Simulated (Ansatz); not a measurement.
# How MnSb answers to pressure

Space group F-43m (No. 216). a = 6.180 Å, b = 6.180 Å, c = 6.180 Å, α = 90.00°, β = 90.00°, γ = 90.00°
```json
{"atom": "Mn", "site": "4a", "symmetry": "-43m", "x": "0.0000", "y": "0.0000", "z": "0.0000"}
{"atom": "Sb", "site": "4d", "symmetry": "-43m", "x": "0.2500", "y": "0.2500", "z": "0.7500"}
```

The runs use the primitive cell with vectors (0.000, 3.090, 3.090), (3.090, 0.000, 3.090), (3.090, 3.090, 0.000) Å, to which the k mesh refers.

The cell was built from the zincblende type and relaxed in the same program, and has space group F-43m; it needn't be a known or the stable phase.

Other magnetic orders may lie lower; this is the state that the run reached.

Spin–orbit coupling is left out, though it moves levels of the heavy atoms by tenths of an eV or more.

Computed with DFT, PBE, all-electron LAPW, scalar-relativistic (Ansatz 0.2.0).

Settings: a Γ-centred 10×10×10 k mesh, Fermi–Dirac smearing of 0.03 eV, basis error target 0.5 meV/atom, spin-polarised from start moments Mn1 4 μB.

The cell is scaled evenly with fractional coordinates held.

| V/V(cell) | P (GPa) | cell moment (μB) |
| --- | --- | --- |
| 0.9600 | 2.01 | 3.998 |
| 0.9800 | 0.95 | 4.000 |
| 1.0000 | -0.01 | 4.000 |
| 1.0200 | -0.86 | 4.000 |

(1) From the rows at 0.9800 and 1.0200, what is the bulk modulus at the cell's volume?

(2) How does the moment scale with volume?

(3) Predict the row at V/V(cell) = 1.0400. How far is a linear estimate of P off?

Results:

(1) B = −ΔP/Δln V = −[(-0.86) − (0.95)]/0.04001 = 45.2 GPa.

(2) dln M/dln V = ln(4.000/4.000)/0.04001 = 0.00: the moment hardly moves, as with a saturated or integer moment.

(3) P = -1.63 GPa, moment 4.000 μB. The linear estimate P(cell) − B ln(V/V(cell)) = -1.78 GPa misses by 0.15 GPa, since the modulus falls on expansion.
